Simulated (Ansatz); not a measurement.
The system is Sn.

```
Sn
1.0
    -1.89465    1.89465    1.89465
     1.89465   -1.89465    1.89465
     1.89465    1.89465   -1.89465
Sn
1
Direct
  0.00000 0.00000 0.00000
```

This isn't the form of Sn at room conditions, which is tetragonal (white tin).

Base run:

```yaml
Program: Ansatz 0.2.0
Functional: LDA
Potentials_or_basis: all-electron LAPW, scalar-relativistic
Cutoff: 171 eV (chosen from the basis error)
Basis_error_allowed: 0.001 eV/atom
k_mesh: 10 × 10 × 10
Occupations: gaussian, width 0.02 eV
Spin: no spin polarisation
```

Its results: band gap on the k mesh none (metal or under the smearing width); pressure -3.4 GPa.

Problem. The run is repeated on the same cell with these changes: functional from LDA to PBE. What comes out?

Solution. Band gap on the k mesh none (metal or under the smearing width); pressure 0.6 GPa.

PBE binds less tightly than LDA, so the same cell stands under more pressure.
